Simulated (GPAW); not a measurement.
# Cr (Im-3m) in GPAW: a series of runs

The runs below take Cr through equation of state, with vdW-DF2, PBEsol.

Program: GPAW 26.7.0. These are calculated values, not measurements. Logs are shortened: lines on timing, memory, paths and dates and some standing lists are left out, and cuts for length are marked. The log counts tension as positive stress, the text compression.

## 1. The structure

The structure is cubic, space group Im-3m (No. 229). Conventional cell: a = 2.969 Å, b = 2.969 Å, c = 2.969 Å, α = 90.00°, β = 90.00°, γ = 90.00°. Around Cr (site symmetry m-3m) lie 8 Cr at 2.57 Å.

## 2. Equation of state, vdW-DF2, collinear spin, ferromagnetic start

The input, run.py:

```python
import spglib
from ase import Atoms
from ase.eos import EquationOfState
from ase.io import Trajectory, read
from ase.units import GPa
from gpaw import GPAW, PW

atoms = read('Cr.cif')
cell, positions, numbers = spglib.find_primitive(
    (atoms.cell[:], atoms.get_scaled_positions(), atoms.numbers), symprec=1e-4)
atoms = Atoms(numbers, cell=cell, scaled_positions=positions, pbc=True)
atoms.set_initial_magnetic_moments([3.0])

traj = Trajectory('eos.traj', 'w')
volumes, energies = [], []
for x in [0.94, 0.96, 0.98, 1.0, 1.02, 1.04, 1.06]:
    a = atoms.copy()
    a.set_cell(atoms.cell * x**(1 / 3), scale_atoms=True)
    calc = GPAW(mode=PW(600),
                xc={'name': 'vdW-DF2', 'backend': 'libvdwxc'},
                kpts={'size': (10, 10, 10), 'gamma': True},
                occupations={'name': 'fermi-dirac', 'width': 0.05},
                nbands=11,
                convergence={'density': 1e-05, 'energy': 1e-05},
                maxiter=150,
                txt=f'eos-{x:.2f}.txt')
    a.calc = calc
    energies.append(a.get_potential_energy(force_consistent=True))
    volumes.append(a.get_volume())
    calc.write(f'eos-{x:.2f}.gpw')
    traj.write(a)
    print(f'{x:.2f} {volumes[-1]:10.4f} A^3 {energies[-1]:14.6f} eV', flush=True)

v0, e0, B = EquationOfState(volumes, energies, eos='birchmurnaghan').fit()
print(f'V0 = {v0:.4f} A^3, E0 = {e0:.6f} eV, B0 = {B / GPa:.2f} GPa')
```

The input, Cr.cif:

```cif
data_Cr
_cell_length_a 2.96889936
_cell_length_b 2.96889936
_cell_length_c 2.96889936
_cell_angle_alpha 90.00000000
_cell_angle_beta 90.00000000
_cell_angle_gamma 90.00000000
_space_group_name_H-M_alt 'Im-3m'
_space_group_name_Hall '-I 4 2 3'
_space_group_IT_number 229
loop_
_space_group_symop_operation_xyz
'x,y,z'
'-x,-y,-z'
'-y,x,z'
'y,-x,-z'
'-x,-y,z'
'x,y,-z'
'y,-x,z'
'-y,x,-z'
'x,-y,-z'
'-x,y,z'
'-y,-x,-z'
'y,x,z'
'-x,y,-z'
'x,-y,z'
'y,x,-z'
'-y,-x,z'
'z,x,y'
'-z,-x,-y'
'z,-y,x'
'-z,y,-x'
'z,-x,-y'
'-z,x,y'
'z,y,-x'
'-z,-y,x'
'-z,x,-y'
'z,-x,y'
'-z,-y,-x'
'z,y,x'
'-z,-x,y'
'z,x,-y'
'-z,y,x'
'z,-y,-x'
'y,z,x'
'-y,-z,-x'
'x,z,-y'
'-x,-z,y'
'-y,z,-x'
'y,-z,x'
'-x,z,y'
'x,-z,-y'
'-y,-z,x'
'y,z,-x'
'-x,-z,-y'
'x,z,y'
'y,-z,-x'
'-y,z,x'
'x,-z,y'
'-x,z,-y'
'x+1/2,y+1/2,z+1/2'
'-x+1/2,-y+1/2,-z+1/2'
'-y+1/2,x+1/2,z+1/2'
'y+1/2,-x+1/2,-z+1/2'
'-x+1/2,-y+1/2,z+1/2'
'x+1/2,y+1/2,-z+1/2'
'y+1/2,-x+1/2,z+1/2'
'-y+1/2,x+1/2,-z+1/2'
'x+1/2,-y+1/2,-z+1/2'
'-x+1/2,y+1/2,z+1/2'
'-y+1/2,-x+1/2,-z+1/2'
'y+1/2,x+1/2,z+1/2'
'-x+1/2,y+1/2,-z+1/2'
'x+1/2,-y+1/2,z+1/2'
'y+1/2,x+1/2,-z+1/2'
'-y+1/2,-x+1/2,z+1/2'
'z+1/2,x+1/2,y+1/2'
'-z+1/2,-x+1/2,-y+1/2'
'z+1/2,-y+1/2,x+1/2'
'-z+1/2,y+1/2,-x+1/2'
'z+1/2,-x+1/2,-y+1/2'
'-z+1/2,x+1/2,y+1/2'
'z+1/2,y+1/2,-x+1/2'
'-z+1/2,-y+1/2,x+1/2'
'-z+1/2,x+1/2,-y+1/2'
'z+1/2,-x+1/2,y+1/2'
'-z+1/2,-y+1/2,-x+1/2'
'z+1/2,y+1/2,x+1/2'
'-z+1/2,-x+1/2,y+1/2'
'z+1/2,x+1/2,-y+1/2'
'-z+1/2,y+1/2,x+1/2'
'z+1/2,-y+1/2,-x+1/2'
'y+1/2,z+1/2,x+1/2'
'-y+1/2,-z+1/2,-x+1/2'
'x+1/2,z+1/2,-y+1/2'
'-x+1/2,-z+1/2,y+1/2'
'-y+1/2,z+1/2,-x+1/2'
'y+1/2,-z+1/2,x+1/2'
'-x+1/2,z+1/2,y+1/2'
'x+1/2,-z+1/2,-y+1/2'
'-y+1/2,-z+1/2,x+1/2'
'y+1/2,z+1/2,-x+1/2'
'-x+1/2,-z+1/2,-y+1/2'
'x+1/2,z+1/2,y+1/2'
'y+1/2,-z+1/2,-x+1/2'
'-y+1/2,z+1/2,x+1/2'
'x+1/2,-z+1/2,y+1/2'
'-x+1/2,z+1/2,-y+1/2'
loop_
_atom_site_label
_atom_site_type_symbol
_atom_site_symmetry_multiplicity
_atom_site_Wyckoff_symbol
_atom_site_fract_x
_atom_site_fract_y
_atom_site_fract_z
_atom_site_occupancy
Cr1 Cr 2 a 0.0000000000 0.0000000000 0.0000000000 1
```

Potentials or basis: GPAW PAW data sets (gpaw-data 1.2.1), pw.

Started as:

```console
$ OMP_NUM_THREADS=1 python run.py
```

The program printed:

```text
__  _  _
 | _ |_)|_||  |
 |__||  | ||/\| - 26.7.0

Input parameters:
  mode=PW(ecut=600.0),
  convergence={'density': 1e-05, 'energy': 1e-05},
  kpts=MonkhorstPack(size=(10, 10, 10), gamma=True),
  maxiter=150,
  nbands=11,
  occupations=Occupations(name='fermi-dirac', width=0.05),
  xc=XC(name='vdW-DF2', backend='libvdwxc')

Diagonalizing LCAO Hamiltonian
Converting LCAO to pw mode

       Cr

Atoms  # Å, Bohr magnetons
|   | symbol |        x |        y |        z |    initial magnetic moments |
|---|--------|----------|----------|----------|-----------------------------|
| 0 |     Cr | 0.000000 | 0.000000 | 0.000000 | ( 0.0000,  0.0000,  3.0000) |

Unit cell  # Å
| periodic |         x |         y |         z |  lengths |     angles |
|----------|-----------|-----------|-----------|----------|------------|
|      yes | -1.464387 |  1.464387 |  1.464387 | 2.536393 | 109.471221 |
|      yes |  1.464387 | -1.464387 |  1.464387 | 2.536393 | 109.471221 |
|      yes |  1.464387 |  1.464387 | -1.464387 | 2.536393 | 109.471221 |

Number of symmetries: 48
Symmetry operations  # r_c * U_cc + t_c -> r_c
|    | kind |            matrix            |
|----|------|------------------------------|
|  0 |  σ   |  1, 1, 1,  0, 0,-1,  0,-1, 0 |
|  1 |  C4  |  1, 1, 1,  0, 0,-1, -1, 0, 0 |
|  2 |  C2  |  1, 1, 1,  0,-1, 0,  0, 0,-1 |
|  3 |  S6  |  1, 1, 1,  0,-1, 0, -1, 0, 0 |
|  4 |  S6  |  1, 1, 1, -1, 0, 0,  0, 0,-1 |
|  5 |  C4  |  1, 1, 1, -1, 0, 0,  0,-1, 0 |
|  6 |  E   |  1, 0, 0,  0, 1, 0,  0, 0, 1 |
|  7 |  σ   |  1, 0, 0,  0, 1, 0, -1,-1,-1 |
|  8 |  σ   |  1, 0, 0,  0, 0, 1,  0, 1, 0 |
|  9 |  C3  |  1, 0, 0,  0, 0, 1, -1,-1,-1 |
| 10 |  C3  |  1, 0, 0, -1,-1,-1,  0, 1, 0 |
| 11 |  σ   |  1, 0, 0, -1,-1,-1,  0, 0, 1 |
| 12 |  σ   |  0, 1, 0,  1, 0, 0,  0, 0, 1 |
| 13 |  C2  |  0, 1, 0,  1, 0, 0, -1,-1,-1 |
| 14 |  C3  |  0, 1, 0,  0, 0, 1,  1, 0, 0 |
| 15 |  S4  |  0, 1, 0,  0, 0, 1, -1,-1,-1 |
| 16 |  S4  |  0, 1, 0, -1,-1,-1,  1, 0, 0 |
| 17 |  C3  |  0, 1, 0, -1,-1,-1,  0, 0, 1 |
| 18 |  C3  |  0, 0, 1,  1, 0, 0,  0, 1, 0 |
| 19 |  S4  |  0, 0, 1,  1, 0, 0, -1,-1,-1 |
| 20 |  σ   |  0, 0, 1,  0, 1, 0,  1, 0, 0 |
| 21 |  C3  |  0, 0, 1,  0, 1, 0, -1,-1,-1 |
| 22 |  C2  |  0, 0, 1, -1,-1,-1,  1, 0, 0 |
| 23 |  S4  |  0, 0, 1, -1,-1,-1,  0, 1, 0 |
| 24 |  C4  |  0, 0,-1,  1, 1, 1,  0,-1, 0 |
| 25 |  σ   |  0, 0,-1,  1, 1, 1, -1, 0, 0 |
| 26 |  S6  |  0, 0,-1,  0,-1, 0,  1, 1, 1 |
| 27 |  C2  |  0, 0,-1,  0,-1, 0, -1, 0, 0 |
| 28 |  C4  |  0, 0,-1, -1, 0, 0,  1, 1, 1 |
| 29 |  S6  |  0, 0,-1, -1, 0, 0,  0,-1, 0 |
| 30 |  S6  |  0,-1, 0,  1, 1, 1,  0, 0,-1 |
| 31 |  C4  |  0,-1, 0,  1, 1, 1, -1, 0, 0 |
| 32 |  C4  |  0,-1, 0,  0, 0,-1,  1, 1, 1 |
| 33 |  S6  |  0,-1, 0,  0, 0,-1, -1, 0, 0 |
| 34 |  σ   |  0,-1, 0, -1, 0, 0,  1, 1, 1 |
| 35 |  C2  |  0,-1, 0, -1, 0, 0,  0, 0,-1 |
| 36 |  C2  | -1, 0, 0,  1, 1, 1,  0, 0,-1 |
| 37 |  S6  | -1, 0, 0,  1, 1, 1,  0,-1, 0 |
| 38 |  S6  | -1, 0, 0,  0, 0,-1,  1, 1, 1 |
| 39 |  C2  | -1, 0, 0,  0, 0,-1,  0,-1, 0 |
| 40 |  C2  | -1, 0, 0,  0,-1, 0,  1, 1, 1 |
| 41 |  i   | -1, 0, 0,  0,-1, 0,  0, 0,-1 |
| 42 |  S4  | -1,-1,-1,  1, 0, 0,  0, 1, 0 |
| 43 |  C3  | -1,-1,-1,  1, 0, 0,  0, 0, 1 |
| 44 |  C3  | -1,-1,-1,  0, 1, 0,  1, 0, 0 |
| 45 |  σ   | -1,-1,-1,  0, 1, 0,  0, 0, 1 |
| 46 |  S4  | -1,-1,-1,  0, 0, 1,  1, 0, 0 |
| 47 |  C2  | -1,-1,-1,  0, 0, 1,  0, 1, 0 |

BZ-sampling:
  Number of BZ points: 1000
  Number of IBZ points: 47

  Monkhorst-Pack size: [10, 10, 10]
  Monkhorst-Pack shift: [0.05, 0.05, 0.05]

K-points  # in reciprocal-cell coordinates
|     |                                coordinates |     weight |
|-----|--------------------------------------------|------------|
|   0 | (  0.00000000,   0.00000000,   0.00000000) | 0.00100000 |
|   1 | (  0.10000000,   0.00000000,   0.00000000) | 0.01200000 |
|   2 | (  0.10000000,   0.10000000,  -0.10000000) | 0.00600000 |
|   3 | (  0.20000000,   0.00000000,  -0.10000000) | 0.02400000 |
|   4 | (  0.20000000,   0.00000000,   0.00000000) | 0.01200000 |
|   5 | (  0.20000000,   0.10000000,  -0.10000000) | 0.02400000 |
|   6 | (  0.20000000,   0.20000000,  -0.20000000) | 0.00600000 |
|   7 | (  0.30000000,  -0.10000000,  -0.10000000) | 0.00800000 |
|   8 | (  0.30000000,   0.00000000,  -0.10000000) | 0.04800000 |
|   9 | (  0.30000000,   0.00000000,   0.00000000) | 0.01200000 |
| ... |                                            |            |
|  46 | (  0.50000000,   0.50000000,   0.50000000) | 0.00100000 |

Plane wave coefficients: 430
Cutoff: 600.0 eV

Spin-components: 2 (collinear spins)
Bands:           11
Projectors:      6
Spin-degeneracy: 1
Datatype:        complex128

Parallelization:
  kpt:    1
  domain: 1
  band:   1

Density:
  Valence electrons: 6.0
  Components: 2
  Grid points: [15 15 15]
  Charge: 0.0  # |e|

Potential:
  Grid points: [15 15 15]

species:
  Cr:
    name:    Chromium
    Z:       24.0
    valence: 6
    core:    18
    charge:  0.0  # [|e|]
    compensation charges:
      type: gauss
      rc: 0.35  # [Å]
      lmax: 2
    cutoffs:
      filter: 2.14  # [Å]
      core: 3.04  # [Å]
    projectors
    | kind |    occ | energy [eV] | rcut [Å] |
    |------|--------|-------------|----------|
    |   4s |  1.000 |      -4.007 |    1.164 |
    |   4p |  0.000 |      -0.989 |    1.217 |
    |   3d |  5.000 |      -2.913 |    1.111 |
    |    s |        |      23.205 |    1.164 |
    |    p |        |      26.223 |    1.217 |
    |    d |        |      24.299 |    1.111 |

    Using partial waves for Cr as LCAO basis

Reference energy: -28582.377450  # eV

eigensolver:
  PPCG
  Converge bands: occupied
  niter=2

density mixing:
  MSR1-Mixer
  Pratt-step length: 0.05
  Maximum mixing coefficient: 0.75
  Old densities: 10
  SVD Regularization: 0.005
  Good broyden scale: 1.0
  Trust region scale: 1.0
  Backstep threshold: 4.0
  History deletion threshold: 6.0
  Fourier metric: weight=20.0, sigma=0.015

occupation numbers:
  Fermi-Dirac:
    width: 0.0500  # eV

poisson solver:
  ecut: 4800.0  # eV

xc functional:
  name: vdW-DF2 with libvdwxc
  Mode: serial
  Semilocal: GGA_X_RPW86+LDA_C_PW with 2 nearest neighbor stencil
  Local blocksize: 30 x 30 x 30
  PAW datasets: PBE

convergence criteria:
- Maximum integral of absolute [dens]ity change: 1e-05 electrons / valence electron
- Maximum [total energy] change in last 3 cyles: 1e-05 eV / valence electron
- Maximum integral of absolute [eigenst]ate change: 4e-08 eV^2 / valence electron
maximum number of iterations: 150

SCF iterations
|iter     | |      energy | eigst |  dens |  magmom |
|---------|-|-------------|-------|-------|---------|
|iter:   1| |  -56.647976 | -0.19 |       |  +2.9978|
|iter:   2| |  -56.700337 | -1.44 | -0.46 |  +2.9057|
|iter:   3| |  -57.399953 | -1.62 | -0.47 |  +1.1403|
|iter:   4| |  -57.496595 | -2.14 | -0.80 |  -0.4922|
|iter:   5| |  -57.510778 | -2.10 | -1.15 |  -0.0055|
|iter:   6| |  -57.507892 | -3.33 | -1.67 |  +0.0854|
|iter:   7| |  -57.507331 | -3.81 | -1.84 |  +0.0012|
|iter:   8| |  -57.507455 | -4.85 | -2.46 |  -0.0008|
|iter:   9| |  -57.507540 | -4.64 | -2.69 |  +0.0006|
|iter:  10| |  -57.507541 | -6.57 | -3.76 |  +0.0004|
|iter:  11| |  -57.507541c| -7.04 | -4.10 |  +0.0000|
|iter:  12| |  -57.507541c| -7.70c| -4.90 |  +0.0000|
|iter:  13| |  -57.507541c| -8.29c| -5.76c|  -0.0000|

Converged in 13 steps
Energy contributions relative to reference atoms: (reference = -28582.377450)

Energy contributions:
  Kinetic:         -13.038839
  Coulomb:           7.032008
  Zero:              0.148361
  External:          0.000000
  Xc:              -51.643841
  Entropy:          -0.010461
  Spinorbit:         0.000000
  ----------------------------
  Free energy:     -57.512772
  Extrapolated:    -57.507541

dipole moment: (-3.585110, -3.585110, -3.585110)  # |e|*Ang

Total magnetic moment: (0.000000, 0.000000, -0.000004)

Local magnetic moments
|        x |        y |         z |
|----------|----------|-----------|
| 0.000000 | 0.000000 | -0.000000 |  # Cr   0

Fermi level: 10.198
Eigenvalues  # (at kpt = [0.000, 0.000, 0.000])
| band index |      eig [eV] | occ [0-1] |      eig [eV] | occ [0-1] |
|------------|---------------|-----------|---------------|-----------|
|          0 |         2.925 |     1.000 |         2.925 |     1.000 |
|          1 |         9.305 |     1.000 |         9.305 |     1.000 |
|          2 |         9.305 |     1.000 |         9.305 |     1.000 |
|          3 |         9.305 |     1.000 |         9.305 |     1.000 |
|          4 |        11.178 |     0.000 |        11.178 |     0.000 |
|          5 |        11.178 |     0.000 |        11.178 |     0.000 |
|          6 |        21.052 |     0.000 |        21.052 |     0.000 |
|          7 |        21.052 |     0.000 |        21.052 |     0.000 |
|          8 |        21.052 |     0.000 |        21.052 |     0.000 |
|          9 |        30.567 |     0.000 |        30.567 |     0.000 |
|         10 |        32.815 |     0.000 |        32.815 |     0.000 |

No gap
No difference between direct/indirect transitions
# Writing to eos-0.96.gpw (mode='')
```

Wall time 74 s (1 thread of Intel Xeon Platinum 8488C (Sapphire Rapids), shared host); peak memory 0.23 GiB.

What came out:

* Equilibrium volume: 12.29 Å³/atom (rough: see the caveat)
* Bulk modulus: 212 GPa (rough)

Energy against volume, from the lowest point:
| volume (Å³/atom) | energy (meV/atom) |
| --- | --- |
| 12.299 | 0.00 |
| 12.561 | 3.71 |
| 12.823 | 14.00 |
| 13.084 | 30.02 |
| 13.346 | 51.34 |
| 13.608 | 77.30 |
| 13.870 | 107.26 |

Caveat: the minimum lies outside the volumes run; the PAW data sets were made with another functional, which shifts forces and pressure a little.

[end of part 1 of 2]
